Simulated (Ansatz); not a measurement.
## Trial inputs on KI

The reference input for Ansatz (plane-wave DFT with PAW):

```yaml
crystal:
  lattice:
    - [0.0, 3.5424356157, 3.5424356157]
    - [3.5424356157, 0.0, 3.5424356157]
    - [3.5424356157, 3.5424356157, 0.0]
  atoms:
    - { symbol: K, position: [0.0, 0.0, 0.0] }
    - { symbol: I, position: [0.5, 0.5, 0.5] }
basis:
  ecutwfc: 420
kpoints:
  mp_grid: { grid: [4, 4, 4] }
hamiltonian:
  xc: pbe
scf:
  occupations: { method: gaussian, width: 0.1 }
output:
  forces: true
  stress: true
  eigenvalues: true
```

Command:

```bash
ansatz run input.yaml --threads 1 --pin off --max-ram 1331MiB --backend cpu --events-out ev --progress --plain --runs-dir out
```

The run converges in 6 SCF iterations on 8 irreducible k-points: pressure 0.49 GPa, gap on the sampled k-points 3.95 eV.

The inputs are trials, many of them unsound on purpose. Their numbers show the effect of the settings and aren't properties of the material. Each trial's input is given as a difference from the reference's; energies are extrapolated to zero smearing where there is one, and pressure is positive in compression.

Trial 1:

```diff
 basis:
+  ecutrho_ratio: 4
 kpoints:
-  mp_grid: { grid: [4, 4, 4] }
+  mp_grid: { grid: [3, 2, 2] }
 hamiltonian:
-  xc: pbe
+  xc: blyp
 scf:
+  mixing: { algorithm: anderson }
+  max_iter: 80
+  convergence: { dr2_threshold: "1e-9 eV" }
```

What does the program give?

The run converges in 8 SCF iterations on 6 irreducible k-points: pressure 1.49 GPa, gap on the sampled k-points 3.95 eV. It warns that the SCF threshold is loose for the stress; that the mesh lowers the symmetry.

Trial 2:

```diff
 basis:
-  ecutwfc: 420
+  ecutwfc: "30 Ry"
 scf:
+  convergence: { dr2_threshold: "1e-3 eV" }
```

What does the program give?

The run converges in 6 SCF iterations on 8 irreducible k-points: energy 0.08 meV per atom above the reference, pressure 0.49 GPa, gap on the sampled k-points 3.95 eV. It warns that the cutoff lies under the recommended one, 420 eV for these potentials; that the SCF threshold is loose for the forces; that the SCF threshold is loose for the stress.

Trial 3:

```diff
 basis:
-  ecutwfc: 420
+  ecutwfc: 280
```

What does the program give?

The run converges in 6 SCF iterations on 8 irreducible k-points: energy 127 meV per atom above the reference, pressure 0.49 GPa, gap on the sampled k-points 3.94 eV. It warns that the cutoff lies under the recommended one, 420 eV for these potentials.

Trial 4:

```diff
 hamiltonian:
+  dispersion: d3bj
 scf:
-  occupations: { method: gaussian, width: 0.1 }
+  occupations: { method: tetrahedron_uncorrected }
```

What happens?

The run converges in 6 SCF iterations on 8 irreducible k-points: pressure -0.40 GPa, gap on the sampled k-points 3.95 eV. It warns that the printed bands weren't solved further after the SCF.

Trial 5 (volume scaled):

```diff
 crystal:
   lattice:
-    - [0.0, 3.5424356157, 3.5424356157]
-    - [3.5424356157, 0.0, 3.5424356157]
-    - [3.5424356157, 3.5424356157, 0.0]
+    - [0.0, 3.6897316377, 3.6897316377]
+    - [3.6897316377, 0.0, 3.6897316377]
+    - [3.6897316377, 3.6897316377, 0.0]
 basis:
+  ecutrho_ratio: 5
 scf:
-  occupations: { method: gaussian, width: 0.1 }
+  occupations: { method: fixed }
 output:
+  polarization: {}
```

How does this run end?

The run converges in 8 SCF iterations on 8 irreducible k-points: energy 6.53 meV per atom above the reference, pressure -0.70 GPa, gap on the sampled k-points 3.69 eV.

Trial 6:

```diff
 crystal:
   atoms:
-    - { symbol: K, position: [0.0, 0.0, 0.0] }
+    - { symbol: K, position: [0.0, 0.0, 0.0], spin: -5.0 }
 basis:
-  ecutwfc: 420
+  ecutwfc: 30
+  ecutrho_ratio: 8
 kpoints:
-  mp_grid: { grid: [4, 4, 4] }
+  mp_grid: { grid: [1, 3, 1], shift: [0.5, 0.5, 0] }
 scf:
+  lower_state_search: "off"
+  mixing: { beta: 0.4, preconditioner: none }
+  initial_density: { chi_scale: 0, normalization: atom }
+  max_iter: 89
 output:
+  populations: true
+  optics: { e_range: [0, 10], sigma: 0.2 }
+magnetization:
+  spin_polarized: true
+accuracy: high
```

What does the program give?

The run converges in 19 SCF iterations on 2 irreducible k-points: energy 751 eV per atom above the reference, pressure -1000 GPa (unreliable at so low a cutoff), gap on the sampled k-points 0.38 eV, cell moment -2.00 μB (the reference has none, and so few k-points can make one). It warns that the cutoff lies under the recommended one, 420 eV for these potentials; that optics were asked on partly filled bands; that the mesh lowers the symmetry.